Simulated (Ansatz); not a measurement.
A relaxation computed with Ansatz, from input to last step.

```yaml
crystal:
  lattice:
    - [3.0208308157, 0.0, 0.0]
    - [-1.5104154079, 2.616116227, 0.0]
    - [0.0, 0.0, 4.8020138742]
  atoms:
    - { symbol: Ga, position: [0.3333333333, 0.6666666667, 0.25] }
    - { symbol: Ga, position: [0.6666666667, 0.3333333333, 0.75] }
basis:
  ecutwfc: 420
kpoints:
  mp_grid: { grid: [18, 18, 10] }
hamiltonian:
  xc: pbe
scf:
  occupations: { method: gaussian, width: 0.1 }
output:
  forces: true
  stress: true
  eigenvalues: true
relax:
  adjacent_minimum: "off"
  f_tol: 0.01
  max_steps: 60
  cell: { stress_tol: 0.1 }
```

```bash
ansatz run input.yaml --threads 1 --pin off --max-ram 2560MiB --backend cpu --events-out ev --progress --plain --runs-dir out
```

All numbers below come from Ansatz 0.2.0, DFT PBE, scalar-relativistic, plane waves, PAW.

Of 6 frames 5 are shown, positions in Å and forces in eV/Å; the SCF threshold varies from step to step. Steps run on the plane waves of an earlier cell, with a Pulay correction in the pressure. The basis is chosen afresh for the last frame, the zero of the energies, and at times for earlier ones too; energy and pressure step there, also at an unchanged geometry.

```xyz
2
Lattice="3.0208 0.0000 0.0000 -1.5104 2.6161 0.0000 0.0000 0.0000 4.8020" Properties=species:S:1:pos:R:3:forces:R:3 pbc="T T T" step=1 free_energy_over_end_meV_per_atom=0.31 pressure_GPa=0.29
Ga    0.0000    1.7441    1.2005    0.0000    0.0000    0.0000
Ga    1.5104    0.8720    3.6015    0.0000    0.0000    0.0000
2
Lattice="3.0239 0.0000 0.0000 -1.5120 2.6188 0.0000 0.0000 0.0000 4.8207" Properties=species:S:1:pos:R:3:forces:R:3 pbc="T T T" step=2 free_energy_over_end_meV_per_atom=0.18 pressure_GPa=0.00
Ga    0.0000    1.7459    1.2052    0.0000    0.0000    0.0000
Ga    1.5120    0.8729    3.6155    0.0000    0.0000    0.0000
2
Lattice="3.0213 0.0000 0.0000 -1.5107 2.6166 0.0000 0.0000 0.0000 4.8341" Properties=species:S:1:pos:R:3:forces:R:3 pbc="T T T" step=3 free_energy_over_end_meV_per_atom=0.13 pressure_GPa=-0.05
Ga    0.0000    1.7444    1.2085    0.0000    0.0000    0.0000
Ga    1.5107    0.8722    3.6256    0.0000    0.0000    0.0000
2
Lattice="3.0082 0.0000 0.0000 -1.5041 2.6052 0.0000 0.0000 0.0000 4.8774" Properties=species:S:1:pos:R:3:forces:R:3 pbc="T T T" step=4 free_energy_over_end_meV_per_atom=0.06 pressure_GPa=-0.05
Ga    0.0000    1.7368    1.2194    0.0000    0.0000    0.0000
Ga    1.5041    0.8684    3.6581    0.0000    0.0000    0.0000
2
Lattice="3.0118 0.0000 0.0000 -1.5059 2.6083 0.0000 0.0000 0.0000 4.8597" Properties=species:S:1:pos:R:3:forces:R:3 pbc="T T T" step=6 free_energy_over_end_meV_per_atom=0.00 pressure_GPa=0.00
Ga    0.0000    1.7388    1.2149    0.0000    0.0000    0.0000
Ga    1.5059    0.8694    3.6448    0.0000    0.0000    0.0000
```

The run took 48 s on 1 thread of Arm Neoverse V1 (shared host), peak memory 0.41 GiB.